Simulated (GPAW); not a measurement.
# CdSe (F-43m) in GPAW: a series of runs, part 2 of 2

GPAW 26.7.0.

### 3 Band structure, mBEEF, spin-orbit coupling, no magnetisation

run.py

```python
import numpy as np
from ase.dft.bandgap import bandgap
from ase.io import read, write
from ase.units import GPa
from gpaw import GPAW, PW
from gpaw.spinorbit import soc_eigenstates

atoms = read('CdSe.xyz')

calc = GPAW(mode=PW(600),
            xc='mBEEF',
            kpts={'size': (6, 6, 6), 'gamma': True},
            occupations={'name': 'fermi-dirac', 'width': 0.05},
            nbands=18,
            convergence={'density': 1e-05, 'energy': 1e-05},
            maxiter=150,
            txt='gpaw.txt')
atoms.calc = calc
energy = atoms.get_potential_energy()
forces = atoms.get_forces()
stress = atoms.get_stress()
calc.write('gs.gpw')
write('result.traj', atoms)
print(f'Energy: {energy:.6f} eV')
print('Forces (eV/A):')
print(forces.round(4))
print('Stress (GPa):', (stress / GPa).round(3))
print('Fermi level:', round(calc.get_fermi_level(), 4), 'eV')
print(f'Gap: {bandgap(calc)[0]:.4f} eV, direct: {bandgap(calc, direct=True)[0]:.4f} eV')

path = atoms.cell.bandpath('GXWKGLUWLK,UX', npoints=60, eps=1e-4)
bs_calc = calc.fixed_density(kpts=path, symmetry='off', nbands=30,
                             convergence={'bands': 'CBM+6.0', 'eigenstates': 1e-6}, txt='bands.txt')
bs = bs_calc.band_structure()
bs.write('bs.json')
print(f'Gap on the path: {bandgap(bs_calc)[0]:.4f} eV')

soc = soc_eigenstates(bs_calc, theta=0, phi=0, ignore_xc_potential=True)
np.savetxt('soc_bands.dat', soc.eigenvalues(), fmt='%.4f')
mesh = soc_eigenstates('gs.gpw', theta=0, phi=0, ignore_xc_potential=True)
np.savetxt('soc_mesh.dat', mesh.eigenvalues(), fmt='%.4f')
print('Fermi level with spin-orbit coupling:', round(mesh.fermi_level, 4), 'eV')
```

CdSe.xyz

```xyz
2
Lattice="0.0000000000 3.0702711986 3.0702711986 3.0702711986 0.0000000000 3.0702711986 3.0702711986 3.0702711986 0.0000000000" Properties=species:S:1:pos:R:3 pbc="T T T"
Cd     0.0000000000      0.0000000000      0.0000000000
Se     1.5351355993      1.5351355993      1.5351355993
```

Potentials or basis: GPAW PAW data sets (gpaw-data 1.2.1), pw.

Launch:

```console
$ OMP_NUM_THREADS=1 python run.py
```

gpaw.txt:

```text
__  _  _
 | _ |_)|_||  |
 |__||  | ||/\| - 26.7.0

Input parameters:
  mode=PW(ecut=600.0),
  convergence={'density': 1e-05, 'energy': 1e-05},
  kpts=MonkhorstPack(size=(6, 6, 6), gamma=True),
  maxiter=150,
  nbands=18,
  occupations=Occupations(name='fermi-dirac', width=0.05),
  xc=XC(name='mBEEF')

Diagonalizing LCAO Hamiltonian
Converting LCAO to pw mode

            Se

       Cd

Atoms  # Å, Bohr magnetons
|   | symbol |        x |        y |        z |    initial magnetic moments |
|---|--------|----------|----------|----------|-----------------------------|
| 0 |     Cd | 0.000000 | 0.000000 | 0.000000 | ( 0.0000,  0.0000,  0.0000) |
| 1 |     Se | 1.535136 | 1.535136 | 1.535136 | ( 0.0000,  0.0000,  0.0000) |

Unit cell  # Å
| periodic |        x |        y |        z |  lengths |    angles |
|----------|----------|----------|----------|----------|-----------|
|      yes | 0.000000 | 3.070271 | 3.070271 | 4.342019 | 60.000000 |
|      yes | 3.070271 | 0.000000 | 3.070271 | 4.342019 | 60.000000 |
|      yes | 3.070271 | 3.070271 | 0.000000 | 4.342019 | 60.000000 |

Number of symmetries: 24
Symmetry operations  # r_c * U_cc + t_c -> r_c
|    | kind |            matrix            |
|----|------|------------------------------|
|  0 |  E   |  1, 0, 0,  0, 1, 0,  0, 0, 1 |
|  1 |  σ   |  1, 0, 0,  0, 0, 1,  0, 1, 0 |
|  2 |  σ   |  1, 0,-1,  0, 1,-1,  0, 0,-1 |
|  3 |  C3  |  1, 0,-1,  0, 0,-1,  0, 1,-1 |
|  4 |  C3  |  1,-1, 0,  0,-1, 1,  0,-1, 0 |
|  5 |  σ   |  1,-1, 0,  0,-1, 0,  0,-1, 1 |
|  6 |  σ   |  0, 1, 0,  1, 0, 0,  0, 0, 1 |
|  7 |  C3  |  0, 1, 0,  0, 0, 1,  1, 0, 0 |
|  8 |  C2  |  0, 1,-1,  1, 0,-1,  0, 0,-1 |
|  9 |  S4  |  0, 1,-1,  0, 0,-1,  1, 0,-1 |
| 10 |  C3  |  0, 0, 1,  1, 0, 0,  0, 1, 0 |
| 11 |  σ   |  0, 0, 1,  0, 1, 0,  1, 0, 0 |
| 12 |  S4  |  0, 0,-1,  1, 0,-1,  0, 1,-1 |
| 13 |  C3  |  0, 0,-1,  0, 1,-1,  1, 0,-1 |
| 14 |  S4  |  0,-1, 1,  1,-1, 0,  0,-1, 0 |
| 15 |  C2  |  0,-1, 1,  0,-1, 0,  1,-1, 0 |
| 16 |  C3  |  0,-1, 0,  1,-1, 0,  0,-1, 1 |
| 17 |  S4  |  0,-1, 0,  0,-1, 1,  1,-1, 0 |
| 18 |  S4  | -1, 1, 0, -1, 0, 1, -1, 0, 0 |
| 19 |  C3  | -1, 1, 0, -1, 0, 0, -1, 0, 1 |
| 20 |  C3  | -1, 0, 1, -1, 1, 0, -1, 0, 0 |
| 21 |  S4  | -1, 0, 1, -1, 0, 0, -1, 1, 0 |
| 22 |  σ   | -1, 0, 0, -1, 1, 0, -1, 0, 1 |
| 23 |  C2  | -1, 0, 0, -1, 0, 1, -1, 1, 0 |

BZ-sampling:
  Number of BZ points: 216
  Number of IBZ points: 16

  Monkhorst-Pack size: [6, 6, 6]
  Monkhorst-Pack shift: [0.08333333333333333, 0.08333333333333333, 0.08333333333333333]

K-points  # in reciprocal-cell coordinates
|     |                                coordinates |     weight |
|-----|--------------------------------------------|------------|
|   0 | (  0.00000000,   0.00000000,   0.00000000) | 0.00462963 |
|   1 | (  0.16666667,   0.16666667,   0.00000000) | 0.02777778 |
|   2 | (  0.16666667,   0.16666667,   0.16666667) | 0.03703704 |
|   3 | (  0.33333333,   0.16666667,   0.16666667) | 0.05555556 |
|   4 | (  0.33333333,   0.33333333,  -0.33333333) | 0.05555556 |
|   5 | (  0.33333333,   0.33333333,   0.00000000) | 0.02777778 |
|   6 | (  0.33333333,   0.33333333,   0.16666667) | 0.11111111 |
|   7 | (  0.33333333,   0.33333333,   0.33333333) | 0.03703704 |
|   8 | (  0.50000000,   0.33333333,  -0.33333333) | 0.11111111 |
|   9 | (  0.50000000,   0.33333333,  -0.16666667) | 0.05555556 |
| ... |                                            |            |
|  15 | (  0.50000000,   0.50000000,   0.50000000) | 0.01851852 |

Plane wave coefficients: 1964
Cutoff: 600.0 eV

Spin-components: 1 (collinear spins)
Bands:           18
Projectors:      11
Spin-degeneracy: 2
Datatype:        complex128

Parallelization:
  kpt:    1
  domain: 1
  band:   1

Density:
  Valence electrons: 18.0
  Components: 1
  Grid points: [25 25 25]
  Charge: 0.0  # |e|

Potential:
  Grid points: [25 25 25]

species:
  Cd:
    name:    Cadmium
    Z:       48.0
    valence: 12
    core:    36
    charge:  0.0  # [|e|]
    compensation charges:
      type: gauss
      rc: 0.38  # [Å]
      lmax: 2
    cutoffs:
      filter: 2.12  # [Å]
      core: 2.62  # [Å]
    projectors
    | kind |    occ | energy [eV] | rcut [Å] |
    |------|--------|-------------|----------|
    |   5s |  2.000 |      -5.655 |    1.191 |
    |   5p |  0.000 |      -1.186 |    1.228 |
    |   4d | 10.000 |     -11.739 |    1.164 |
    |    s |        |      21.556 |    1.191 |
    |    p |        |      26.026 |    1.228 |
    |    d |        |      15.473 |    1.164 |

    Using partial waves for Cd as LCAO basis

  Se:
    name:    Selenium
    Z:       34.0
    valence: 6
    core:    28
    charge:  0.0  # [|e|]
    compensation charges:
      type: gauss
      rc: 0.27  # [Å]
      lmax: 2
    cutoffs:
      filter: 1.77  # [Å]
      core: 2.67  # [Å]
    projectors
    | kind |    occ | energy [eV] | rcut [Å] |
    |------|--------|-------------|----------|
    |   4s |  2.000 |     -17.277 |    0.847 |
    |   4p |  4.000 |      -6.512 |    1.005 |
    |    s |        |       9.935 |    0.847 |
    |    p |        |      20.699 |    1.005 |
    |    d |        |       0.000 |    0.847 |

    Using partial waves for Se as LCAO basis

Reference energy: -218276.650467  # eV

eigensolver:
  PPCG
  Converge bands: occupied
  niter=2

density mixing:
  MSR1-Mixer
  Pratt-step length: 0.05
  Maximum mixing coefficient: 0.75
  Old densities: 10
  SVD Regularization: 0.005
  Good broyden scale: 1.0
  Trust region scale: 1.0
  Backstep threshold: 4.0
  History deletion threshold: 6.0
  Fourier metric: weight=20.0, sigma=0.015

occupation numbers:
  Fermi-Dirac:
    width: 0.0500  # eV

poisson solver:
  ecut: 4800.0  # eV

xc functional:
  name: mBEEF with 2 nearest neighbor stencil

convergence criteria:
- Maximum integral of absolute [dens]ity change: 1e-05 electrons / valence electron
- Maximum [total energy] change in last 3 cyles: 1e-05 eV / valence electron
- Maximum integral of absolute [eigenst]ate change: 4e-08 eV^2 / valence electron
maximum number of iterations: 150

SCF iterations
|iter     | |      energy | eigst |  dens |
|---------|-|-------------|-------|-------|
|iter:   1| | -218.725650 | -0.66 |       |
|iter:   2| | -210.690601 | -0.68 | -1.16 |
|iter:   3| | -211.891850 | -1.08 | -1.13 |
|iter:   4| | -210.562548 | -1.06 | -0.98 |
|iter:   5| | -210.567348 | -2.55 | -1.59 |
|iter:   6| | -210.579776 | -3.00 | -1.87 |
|iter:   7| | -210.579550 | -3.96 | -2.59 |
|iter:   8| | -210.579614 | -4.68 | -3.00 |
|iter:   9| | -210.579600c| -6.14 | -3.41 |
|iter:  10| | -210.579601c| -7.19 | -4.37 |
|iter:  11| | -210.579601c| -8.17c| -4.61 |
|iter:  12| | -210.579601c| -8.28c| -5.31c|

Converged in 12 steps
Energy contributions relative to reference atoms: (reference = -218276.650467)

Energy contributions:
  Kinetic:          50.817637
  Coulomb:         -46.023041
  Zero:             -0.064770
  External:          0.000000
  Xc:             -215.309426
  Entropy:          -0.000000
  Spinorbit:         0.000000
  ----------------------------
  Free energy:    -210.579601
  Extrapolated:   -210.579601

dipole moment: (-22.983969, -22.983969, -22.983969)  # |e|*Ang

Fermi level: 3.438
Eigenvalues  # (at kpt = [0.000, 0.000, 0.000])
| band index |      eig [eV] | occ [0-2] |
|------------|---------------|-----------|
|          0 |        -9.987 |     2.000 |
|          1 |        -5.257 |     2.000 |
|          2 |        -5.257 |     2.000 |
|          3 |        -5.257 |     2.000 |
|          4 |        -4.881 |     2.000 |
|          5 |        -4.881 |     2.000 |
[... 10 lines left out ...]
|         16 |        15.762 |     0.000 |
|         17 |        15.762 |     0.000 |

Gap: 1.232 eV
Transition (v -> c):
  (s=0, k=0, n=8, [0.00, 0.00, 0.00]) -> (s=0, k=0, n=9, [0.00, 0.00, 0.00])
No difference between direct/indirect transitions

Forces  # eV/Ang
|        x |        y |        z |
|----------|----------|----------|
| -0.00000 | -0.00000 | -0.00000 |  # Cd   0
|  0.00000 | -0.00000 | -0.00000 |  # Se   1

Stress tensor  # eV/Ang^3
|         x |         y |         z |
|-----------|-----------|-----------|
| -0.002361 |  0.000000 |  0.000000 |
|  0.000000 | -0.002361 |  0.000000 |
|  0.000000 |  0.000000 | -0.002361 |

# Writing to gs.gpw (mode='')
```

Run time: 1.9 min. Hardware: 1 thread of Arm Neoverse V1, shared host; peak memory 0.4 GiB.

Results:

```yaml
Free_energy: -210.5796 eV
Pressure: 0.4 GPa
Band_gap_on_the_k_mesh: 1.11 eV, direct
Band_gap_along_the_path: 1.11 eV, direct
```

Levels at the corners of the path, in eV from the valence-band top:
| point | band 15 | band 16 | band 17 | band 18 | band 19 | band 20 | band 21 | band 22 |
| --- | --- | --- | --- | --- | --- | --- | --- | --- |
| Γ | 0.00 | 0.00 | 0.00 | 0.00 | 1.11 | 1.11 | 6.08 | 6.08 |
| X | -1.93 | -1.93 | -1.79 | -1.79 | 3.77 | 3.77 | 4.15 | 4.15 |
| W | -2.31 | -2.14 | -2.12 | -2.10 | 5.17 | 5.35 | 5.72 | 5.77 |
| K | -2.50 | -2.40 | -1.54 | -1.54 | 4.19 | 4.21 | 5.49 | 5.59 |
| Γ | 0.00 | 0.00 | 0.00 | 0.00 | 1.11 | 1.11 | 6.08 | 6.08 |
| L | -0.95 | -0.95 | -0.71 | -0.71 | 2.84 | 2.84 | 6.82 | 6.82 |
| U | -2.50 | -2.40 | -1.54 | -1.54 | 4.19 | 4.21 | 5.49 | 5.59 |
| W | -2.31 | -2.14 | -2.12 | -2.10 | 5.17 | 5.35 | 5.72 | 5.77 |
| L | -0.95 | -0.95 | -0.71 | -0.71 | 2.84 | 2.84 | 6.82 | 6.82 |
| K | -2.50 | -2.40 | -1.54 | -1.54 | 4.19 | 4.21 | 5.49 | 5.59 |
| U | -2.50 | -2.40 | -1.54 | -1.54 | 4.19 | 4.21 | 5.49 | 5.59 |
| X | -1.93 | -1.93 | -1.79 | -1.79 | 3.77 | 3.77 | 4.15 | 4.15 |

Caveat: spin-orbit coupling was added after a scalar SCF, so levels and gaps hold it while energy, forces, pressure and moments don't; this program's spin-orbit splittings come out too wide for heavy elements; the PAW data sets were made with another functional, which shifts forces and pressure a little.
